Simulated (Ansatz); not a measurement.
## One atom moved over a plane in TiC

Method: DFT PBEsol, scalar-relativistic, plane waves, PAW in Ansatz. Cutoff 420 eV, Γ-centred 18×18×18 k-points, Gaussian smearing of 0.15 eV. No spin polarisation. Energies are free energies at this smearing, counted from the undisturbed cell; pressure is positive in compression.

The starting cell (as given, not relaxed at this level; it stands at -6.1 GPa):

```
Ti C
1.0
     0.00000    2.16400    2.16400
     2.16400    0.00000    2.16400
     2.16400    2.16400    0.00000
Ti C
1 1
Direct
  0.00000 0.00000 0.00000
  0.50000 0.50000 0.50000
```

Atom 2 (C) is moved by p along (0.707, 0.707, 0.000) and q along (0.000, 0.000, 1.000) (Å), all else fixed. Points are written (p, q).

Energy above the undisturbed cell in eV/cell (a dash: not computed):

```csv
p \ q,-0.200,-0.100,0.000,0.100,0.200
-0.200,0.33,0.21,0.18,0.21,0.33
-0.100,0.22,0.09,0.05,0.09,0.22
0.000,0.19,0.05,0.00,0.05,0.19
0.100,0.22,0.09,0.05,0.09,0.22
0.200,0.33,0.21,0.18,0.21,0.33
```

Pressure in GPa:

| p \ q | -0.200 | -0.100 | 0.000 | 0.100 | 0.200 |
| --- | --- | --- | --- | --- | --- |
| -0.200 | 3.0 | -0.4 | -1.4 | -0.4 | 3.0 |
| -0.100 | -0.2 | -3.8 | -5.0 | -3.8 | -0.2 |
| 0.000 | -1.2 | -5.0 | -6.1 | -5.0 | -1.2 |
| 0.100 | -0.2 | -3.8 | -5.0 | -3.8 | -0.2 |
| 0.200 | 3.0 | -0.4 | -1.4 | -0.4 | 3.0 |

Gap on the k-mesh in eV:

```csv
p \ q,-0.200,-0.100,0.000,0.100,0.200
-0.200,0.19,0.00,0.00,0.00,0.19
-0.100,0.00,0.00,0.00,0.00,0.00
0.000,0.00,0.00,0.00,0.00,0.00
0.100,0.00,0.00,0.00,0.00,0.00
0.200,0.19,0.00,0.00,0.00,0.19
```